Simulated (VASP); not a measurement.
# SnSe (Fm-3m) in VASP: notebook

One crystal, SnSe, is run at these levels: r2SCAN; tasks: single point.

Program: VASP 6.6.1. These are calculated values, not measurements. Logs are shortened: lines on timing, memory, paths and dates and some standing lists are left out, and cuts for length are marked.

## 1. The structure

It takes space group Fm-3m (No. 225, cubic). The conventional cell has a = 6.020 Å, b = 6.020 Å, c = 6.020 Å, α = 90.00°, β = 90.00°, γ = 90.00°. Sn (site symmetry m-3m) is surrounded by 6 Se at 3.01 Å. Se (site symmetry m-3m) is surrounded by 6 Sn at 3.01 Å.

Measurements of this composition are mostly on another form, of space group No. 62.

## 2. Single point, r2SCAN

Contents of INCAR:

```
SYSTEM = SnSe
  ADDGRID = .FALSE.
  ALGO = Normal
  EDIFF = 1E-7
  ENCUT = 350
  ISIF = 2
  ISMEAR = 0
  LASPH = .TRUE.
  LCHARG = .FALSE.
  LMIXTAU = .TRUE.
  LREAL = .FALSE.
  LWAVE = .FALSE.
  METAGGA = R2SCAN
  NBANDS = 17
  NELM = 100
  PREC = Accurate
  SIGMA = 0.05
```

Contents of KPOINTS:

```
k-points
0
G
  7 7 7
  0 0 0
```

Contents of POSCAR:

```
SnSe
1.0
    0.0000000000      3.0100000000      3.0100000000
    3.0100000000      0.0000000000      3.0100000000
    3.0100000000      3.0100000000      0.0000000000
Sn Se
1 1
Direct
    0.0000000000      0.0000000000      0.0000000000
    0.5000000000      0.5000000000      0.5000000000
```

Potentials or basis: VASP PAW PBE potentials, release 64 (Sn_d, Se).

Command:

```
$ cat potpaw_PBE.64/Sn_d/POTCAR potpaw_PBE.64/Se/POTCAR > POTCAR
$ mpirun -np 1 vasp_std > vasp.out
```

OUTCAR:

```text
SYSTEM = SnSe
   EDIFF = 1E-7
   ENCUT = 350
   ISIF = 2
   ISMEAR = 0
   LASPH = .TRUE.
   LREAL = .FALSE.
   METAGGA = R2SCAN
   NELM = 100
   PREC = Accurate

 Found     20 irreducible k-points:

 Following reciprocal coordinates:
            Coordinates               Weight
  0.000000  0.000000  0.000000      1.000000
  0.142857  0.000000  0.000000      8.000000
  0.285714  0.000000  0.000000      8.000000
  0.428571  0.000000  0.000000      8.000000
  0.142857  0.142857  0.000000      6.000000
  0.285714  0.142857  0.000000     24.000000
   k-points           NKPTS =     20   k-points in BZ     NKDIM =     20   number of bands    NBANDS=     17
   number of dos      NEDOS =    301   number of ions     NIONS =      2
   total plane-waves  NPLWV =  21952
   dimension x,y,z NGX =    28 NGY =   28 NGZ =   28
   dimension x,y,z NGXF=    56 NGYF=   56 NGZF=   56
   ions per type =               1   1
   NGX,Y,Z   is equivalent  to a cutoff of  10.94, 10.94, 10.94 a.u.
   NGXF,Y,Z  is equivalent  to a cutoff of  21.87, 21.87, 21.87 a.u.
 SYSTEM =  SnSe
   PREC   = accura    normal or accurate (medium, high low for compatibility)
   ISTART =      0    job   : 0-new  1-cont  2-samecut
   ICHARG =      2    charge: 1-file 2-atom 10-const
   ISPIN  =      1    spin polarized calculation?
   LNONCOLLINEAR =      F non collinear calculations
   LSORBIT =      F    spin-orbit coupling
   LASPH  =      T    aspherical Exc in radial PAW
   ENCUT  =  350.0 eV  25.72 Ry    5.07 a.u.   6.49  6.49  6.49*2*pi/ulx,y,z
   NELM   =    100;   NELMIN=  2; NELMDL= -5     # of ELM steps
   EDIFF  = 0.1E-06   stopping-criterion for ELM
   LREAL  =      F    real-space projection
   EDIFFG = 0.1E-05   stopping-criterion for IOM
   NSW    =      0    number of steps for IOM
   IBRION =     -1    ionic relax: 0-MD 1-quasi-New 2-CG
   NFREE  =      0    steps in history (QN), initial steepest desc. (CG)
   ISIF   =      2    stress and relaxation
   ISYM   =      2    0-nonsym 1-usesym 2-fastsym
   POTIM  = 0.5000    time-step for ionic-motion
   TEBEG  =    0.0;   TEEND  =   0.0 temperature during run
   PSTRESS=    0.0 pullay stress
   NELECT =      20.0000    total number of electrons
   NUPDOWN=      -1.0000    fix difference up-down
   EMIN   =  10.00;   EMAX   =-10.00  energy-range for DOS
   EFERMI =   0.00;   METHOD = LEGACY
   ISMEAR =     0;   SIGMA  =   0.05  broadening in eV -4-tet -1-fermi 0-gaus
   EFERMI_NEDOS =   21; number of points for ismear=-14 and -15
   IALGO  =     38    algorithm
   IMIX   =      4    mixing-type and parameters
     AMIX     =   0.40;   BMIX     =  1.00
     AMIX_MAG =   1.60;   BMIX_MAG =  1.00
  volume/ion in A,a.u.               =      27.27       184.03
  Fermi-wavevector in a.u.,A,eV,Ry     =   1.171768  2.214321 18.681350  1.373040
  Thomas-Fermi vector in A             =   2.308207
   LORBIT       =      0    0 simple, 1 ext, 2 COOP (PROOUT), +10 PAW based schemes
   METAGGA = R2SCAN    functional components
   LHFCALC =     F    Hartree Fock is set to
   AEXX    =    0.0000 exact exchange contribution
   IVDW    =     0    specifies the selected vdW correction
   LEPSILON=     F    determine dielectric tensor
   LRPA    =     F    only Hartree local field effects (RPA)
 non-spin polarized calculation
 Gauss-broadening in eV      SIGMA  =   0.05
  energy-cutoff  :      350.00
  volume of cell :       54.54
 maximum number of plane-waves:       869
 NGX is ok and might be reduce to    28
   NGX = 13   NGY = 13   NGZ = 13

 number of electron      19.9999997 magnetization

 Free energy of the ion-electron system (eV)
  ---------------------------------------------------
  ext. energy  EPLUGINS =         0.00000000
  ---------------------------------------------------
  free energy    TOTEN  =       -39.87376055 eV

  energy without entropy =      -39.87376055  energy(sigma->0) =      -39.87376055

 E-fermi :   5.8166     XC(G=0): -10.1896

 val. band max:        5.4900132750   @ k =   0.4286   0.0000   0.0000
 cond. band min:       6.3700169788   @ k =  -0.2857   0.1429   0.0000
 fundamental gap:      0.8800037038
 Fermi energy:         5.8165733861

 k-point     1 :       0.0000    0.0000    0.0000
  band No.  band energies     occupation
      1     -16.8353      2.00000
      2     -16.8353      2.00000
      3     -16.8328      2.00000
      4     -16.8328      2.00000
      5     -16.8328      2.00000
      6      -9.0146      2.00000
      7       0.4522      2.00000
      8       3.0702      2.00000
      9       3.0702      2.00000
     10       3.0702      2.00000
     11      10.0643      0.00000
     12      10.0645      0.00000
     13      10.0645      0.00000
     14      11.7498      0.00000
     15      11.7498      0.00000
     16      11.7498      0.00000
     17      14.0244      0.00000

 k-point     2 :       0.1429    0.0000    0.0000
  band No.  band energies     occupation
      1     -16.8362      2.00000
      2     -16.8362      2.00000
      3     -16.8320      2.00000
      4     -16.8301      2.00000
      5     -16.8301      2.00000
      6      -8.8667      2.00000
      7      -0.4013      2.00000
      8       3.1010      2.00000
      9       3.1010      2.00000
     10       3.7712      2.00000
     11       9.0015      0.00000
     12       9.1190      0.00000
     13       9.1192      0.00000
     14      11.7449      0.00000
     15      12.2355      0.00000
     16      12.2355      0.00000
     17      15.3892      0.00000

 k-point     3 :       0.2857    0.0000    0.0000
  band No.  band energies     occupation
      1     -16.8400      2.00000
      2     -16.8400      2.00000
      3     -16.8309      2.00000
      4     -16.8247      2.00000
      5     -16.8246      2.00000
      6      -8.4851      2.00000
      7      -1.7699      2.00000
      8       3.1987      2.00000
      9       3.1987      2.00000
     10       4.7484      2.00000
     11       7.5281      0.00000
     12       7.7820      0.00000
     13       7.7821      0.00000
     14      12.2876      0.00000
     15      13.5069      0.00000
     16      13.5070      0.00000
     17      18.0270      0.00000

 k-point     4 :       0.4286    0.0000    0.0000
  band No.  band energies     occupation
      1     -16.8431      2.00000
      2     -16.8430      2.00000
      3     -16.8298      2.00000
      4     -16.8199      2.00000
      5     -16.8199      2.00000
      6      -8.1047      2.00000
      7      -2.7264      2.00000
      8       3.3172      2.00000
      9       3.3172      2.00000
     10       5.4900      2.00000
     11       6.4339      0.00000
     12       6.9546      0.00000
     13       6.9547      0.00000
     14      13.7429      0.00000
     15      15.4229      0.00000
     16      15.4229      0.00000
     17      16.7486      0.00000

 k-point     5 :       0.1429    0.1429    0.0000
  band No.  band energies     occupation
      1     -16.8392      2.00000
      2     -16.8335      2.00000
      3     -16.8335      2.00000
      4     -16.8289      2.00000
      5     -16.8289      2.00000
      6      -8.8171      2.00000
      7      -0.4376      2.00000
      8       2.7462      2.00000
      9       2.7462      2.00000
     10       4.3809      2.00000
     11       7.6169      0.00000
     12       9.9662      0.00000
     13       9.9663      0.00000
     14      10.6904      0.00000
     15      13.0866      0.00000
     16      13.0867      0.00000
     17      14.2959      0.00000

 k-point     6 :       0.2857    0.1429    0.0000
  band No.  band energies     occupation
      1     -16.8440      2.00000
      2     -16.8347      2.00000
      3     -16.8333      2.00000
      4     -16.8256      2.00000
      5     -16.8238      2.00000
      6      -8.5115      2.00000
      7      -1.3475      2.00000
      8       2.5758      2.00000
      9       2.6826      2.00000
     10       4.5501      2.00000
     11       7.0437      0.00000
     12       9.2268      0.00000
     13       9.2819      0.00000
     14      10.8646      0.00000
     15      14.0134      0.00000
     16      14.3021      0.00000
     17      15.9968      0.00000

 [... further k-points ...]

------------------------ aborting loop because EDIFF is reached ----------------------------------------

  FORCE on cell =-STRESS in cart. coord.  units (eV):
  Direction    XX          YY          ZZ          XY          YZ          ZX
  --------------------------------------------------------------------------------------
  -------------------------------------------------------------------------------------
  Total       -0.1061985     -0.1061985     -0.1061985     -0.0000000      0.0000000     -0.0000000
  in kB       -3.1196045     -3.1196045     -3.1196045     -0.0000000      0.0000000     -0.0000000
  external PRESSURE =      -3.1196045 kB  Pullay stress =       0.0000000 kB

 VOLUME and BASIS-vectors are now :
 -----------------------------------------------------------------------------
  energy-cutoff  :      350.00
  volume of cell :       54.54
      direct lattice vectors                 reciprocal lattice vectors
     0.000000000  3.010000000  3.010000000    -0.166112957  0.166112957  0.166112957
     3.010000000  0.000000000  3.010000000     0.166112957 -0.166112957  0.166112957
     3.010000000  3.010000000  0.000000000     0.166112957  0.166112957 -0.166112957

 POSITION                                       TOTAL-FORCE (eV/Angst)
 -----------------------------------------------------------------------------------
      0.00000      0.00000      0.00000        -0.000000     -0.000000     -0.000000
      3.01000      3.01000      3.01000         0.000000      0.000000      0.000000
 -----------------------------------------------------------------------------------
    total drift:                               -0.000000      0.000000      0.000000

  FREE ENERGIE OF THE ION-ELECTRON SYSTEM (eV)
  ---------------------------------------------------
  free  energy   TOTEN  =       -39.8737605476 eV

  energy  without entropy=      -39.8737605476  energy(sigma->0) =      -39.87376055
```

Wall time 52 s (1 thread of Intel Xeon Platinum 8488C (Sapphire Rapids), shared host); peak memory 0.16 GiB.

The run converged, but some of its settings lie outside the range that counts as converged, so its numbers aren't taken as properties of the crystal.

Results:

```yaml
Free_energy: -39.8738 eV
Pressure: -0.3 GPa
```

Caveat: this odd mesh misses L, where the gap lies, so gap, dielectric constants and Born charges aren't listed; the PAW data sets were made with another functional, which shifts forces and pressure a little.

[end of part 1 of 2]
